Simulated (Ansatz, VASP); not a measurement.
**One calculation of Hf, two programs**

```xyz
1
Lattice="2.2358 0.0000 0.0000 0.0000 2.2358 0.0000 0.0000 0.0000 2.2358" Properties=species:S:1:pos:R:3 pbc="T T T"
Hf    0.0000    0.0000    0.0000
```

Change from the starting cell: volume scaled by 0.45, LAPW.

Alike in both runs: task single point; functional PBE; k mesh 15 × 15 × 15; occupations fermi-dirac, width 0.08 eV; no spin polarisation.

|  | VASP | Ansatz |
| --- | --- | --- |
| version | VASP 6.6.1 | Ansatz 0.2.0 |
| potentials or method | VASP PAW PBE potentials, release 64 (Hf_pv), cutoff 520 eV | all-electron LAPW, scalar-relativistic |

Ansatz gave:

* pressure (GPa): 279.5

Question: Which values does VASP return?

Answer: Pressure (GPa): 270.9.

Ansatz ran all-electron here, so the differences hold the error of VASP's frozen core and of both bases.

Caveats: the cell as given lies far from equilibrium; so large a pressure means that the cell lies far from this level's equilibrium, or that cutoff or potentials fall short (VASP). The runs have no spin-orbit coupling, so splittings on Hf are missing.
